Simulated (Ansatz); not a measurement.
Relaxing Ge

These are results of DFT PBEsol, scalar-relativistic, plane waves, PAW (Ansatz), not measurements.

The start is a database structure of Ge, space group P4_32_12 (No. 96).

The final relaxation ran on this input, with the default PAW datasets:

```yaml
crystal:
  lattice:
    - [5.9234616315, 0.0, 0.0]
    - [0.0, 5.9234616315, 0.0]
    - [0.0, 0.0, 6.9753397355]
  atoms:
    - { symbol: Ge, position: [0.0886549395, 0.0886549395, 0.0] }
    - { symbol: Ge, position: [0.4113450605, 0.5886549395, 0.75] }
    - { symbol: Ge, position: [0.5886549395, 0.4113450605, 0.25] }
    - { symbol: Ge, position: [0.9113450605, 0.9113450605, 0.5] }
    - { symbol: Ge, position: [0.1715950284, 0.3696858232, 0.2564625918] }
    - { symbol: Ge, position: [0.1303141768, 0.6715950284, 1.0064625918] }
    - { symbol: Ge, position: [0.8696858232, 0.3284049716, 0.5064625918] }
    - { symbol: Ge, position: [0.6715950284, 0.1303141768, -0.0064625918] }
    - { symbol: Ge, position: [0.3284049716, 0.8696858232, 0.4935374082] }
    - { symbol: Ge, position: [0.8284049716, 0.6303141768, 0.7564625918] }
    - { symbol: Ge, position: [0.3696858232, 0.1715950284, 0.7435374082] }
    - { symbol: Ge, position: [0.6303141768, 0.8284049716, 0.2435374082] }
basis:
  ecutwfc: 420
kpoints:
  mp_grid: { grid: [6, 6, 6] }
hamiltonian:
  xc: pbesol
scf:
  occupations: { method: gaussian, width: 0.02 }
output:
  forces: true
  stress: true
  eigenvalues: true
relax:
  adjacent_minimum: "off"
  f_tol: 0.01
  max_steps: 80
  cell: { stress_tol: 0.05 }
```

It can be run as:

```bash
ansatz run input.yaml --threads 1 --pin off --backend cpu --events-out ev --progress --plain --runs-dir out  # memory cap (--max-ram) not shown
```

End of the output:

```
SCF converged after 4 iterations
Free energy (F): -51040.646220 eV
Harris-Foulkes:  -51040.646220 eV  (|F-HF|=7.28e-11)
Internal energy: -51040.646220 eV  (E = F + TS)
E sigma→0 (E₀):  -51040.646220 eV
Fermi energy:    9.444703 eV
--- Per-component energies (eV) ---
  E_band       = -1591.615727
  E_kinetic    = 1336.422549
  E_local      = -27715.096996  (includes V_loc(G=0)·N_el)
  E_nonlocal   = 5033.157421
  E_hartree    = 12137.347514
  E_xc         = -900.693458
  E_vxc        = -777.936715  (∫ρ·V_xc dr)
  E_paw        = -23740.468155  (= ΣΔE_a)
  E_vpaw       = -3742.861913  (= ΣTr[D̂ρ^β])
  E_aug_tail   = 0.003761  (compensation charges beyond the density's cutoff)
  E_ewald      = -17202.334090
  E_core_change = 11.015235  (= ΣΔE_core)
  E_smearing   =  0.000000  (= −TS)
  E_closure    = 0.000000  (closes the sum)
  Σ components = -51040.646220   (vs F -51040.646220, Δ=0.00e0)
--- Forces (eV/Å), atoms counted from 1 ---
  atom   1  Ge     0.00076355     0.00076355     0.00000000
  atom   2  Ge    -0.00076355     0.00076355     0.00000000
  atom   3  Ge     0.00076355    -0.00076355     0.00000000
  atom   4  Ge    -0.00076355    -0.00076355     0.00000000
  atom   5  Ge    -0.00019304    -0.00029083    -0.00002739
  atom   6  Ge     0.00029083    -0.00019304    -0.00002739
  atom   7  Ge    -0.00029083     0.00019304    -0.00002739
  atom   8  Ge    -0.00019304     0.00029083     0.00002739
  atom   9  Ge     0.00019304    -0.00029083     0.00002739
  atom  10  Ge     0.00019304     0.00029083    -0.00002739
  atom  11  Ge    -0.00029083    -0.00019304     0.00002739
  atom  12  Ge     0.00029083     0.00019304     0.00002739
  max |Σ_I F_I| component: 4.51e-17 eV/Å
--- Stress (GPa, compression-positive) ---
       -0.002115       0.000000       0.000000
        0.000000      -0.002115       0.000000
        0.000000       0.000000      -0.000706
  P = ⅓ Tr σ = -0.0016 GPa (-0.016 kbar)
--- Relaxed structure (3 steps of the walk, 3 accepted, 1 SCFs on fresh bases) ---
  F+E_penalty+E_count = -51040.64621979 eV   max|allowed force component| = 7.636e-4 eV/Å   (the final SCF, on the basis selected at the relaxed cell)
  cell:  # Å, volume = 244.6654 Å³
    - [5.926354, 0.0, 0.0]
    - [0.0, 5.926354, 0.000000]
    - [0.0, 0.000000, 6.966221]
  atoms:
    - { symbol: Ge, position: [0.088905, 0.088905, 0.000000] }
    - { symbol: Ge, position: [0.411095, 0.588905, 0.750000] }
    - { symbol: Ge, position: [0.588905, 0.411095, 0.25] }
    - { symbol: Ge, position: [0.911095, 0.911095, 0.5] }
    - { symbol: Ge, position: [0.171935, 0.369620, 0.257074] }
    - { symbol: Ge, position: [0.130380, 0.671935, 1.007074] }
    - { symbol: Ge, position: [0.869620, 0.328065, 0.507074] }
    - { symbol: Ge, position: [0.671935, 0.130380, -0.007074] }
    - { symbol: Ge, position: [0.328065, 0.869620, 0.492926] }
    - { symbol: Ge, position: [0.828065, 0.630380, 0.757074] }
    - { symbol: Ge, position: [0.369620, 0.171935, 0.742926] }
    - { symbol: Ge, position: [0.630380, 0.828065, 0.242926] }
```

Total energies depend on the potentials used, so only differences within one code and one set of settings carry meaning.

The result has space group P4_32_12 (No. 96). Ge on Wyckoff site a (4 atoms of the primitive cell) is coordinated by 4 Ge at 2.48–2.49 Å; Ge on Wyckoff site b (8 atoms of the primitive cell) has 4 Ge at 2.48–2.51 Å.

It lies 0.107 eV/atom above the element's standard state at the same level.

Symmetry constrained the relaxation, so the result can be a saddle point.